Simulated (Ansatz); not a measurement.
## Calcium (diamond) across density functionals

All rows: Ansatz, plane waves with scalar-relativistic PAW, 420 eV (500 eV for the SCAN forms), relaxed under each functional, no dispersion correction, no zero-point motion. B₀ comes from uniform scaling at fixed shape; a dash is a value not given.

```json
{"functional": "PBE", "V (Å³/atom)": "78.89", "cell": "a = 8.578 Å", "B₀ (GPa)": "-", "magnetic state": "spin not included", "ΔE to fcc (meV/atom)": "1048"}
{"functional": "r²SCAN", "V (Å³/atom)": "81.14", "cell": "a = 8.658 Å", "B₀ (GPa)": "-", "magnetic state": "spin not included", "ΔE to fcc (meV/atom)": "1139"}
{"functional": "PBEsol", "V (Å³/atom)": "74.34", "cell": "a = 8.410 Å", "B₀ (GPa)": "-", "magnetic state": "spin not included", "ΔE to fcc (meV/atom)": "1112"}
{"functional": "LDA", "V (Å³/atom)": "69.93", "cell": "a = 8.240 Å", "B₀ (GPa)": "-", "magnetic state": "spin not included", "ΔE to fcc (meV/atom)": "1135"}
{"functional": "revPBE", "V (Å³/atom)": "83.36", "cell": "a = 8.737 Å", "B₀ (GPa)": "-", "magnetic state": "spin not included", "ΔE to fcc (meV/atom)": "1015"}
{"functional": "RPBE", "V (Å³/atom)": "84.63", "cell": "a = 8.781 Å", "B₀ (GPa)": "-", "magnetic state": "spin not included", "ΔE to fcc (meV/atom)": "1004"}
{"functional": "BLYP", "V (Å³/atom)": "92.14", "cell": "a = 9.033 Å", "B₀ (GPa)": "3", "magnetic state": "spin not included", "ΔE to fcc (meV/atom)": "751"}
```

LDA gives the smallest volume and BLYP the largest.
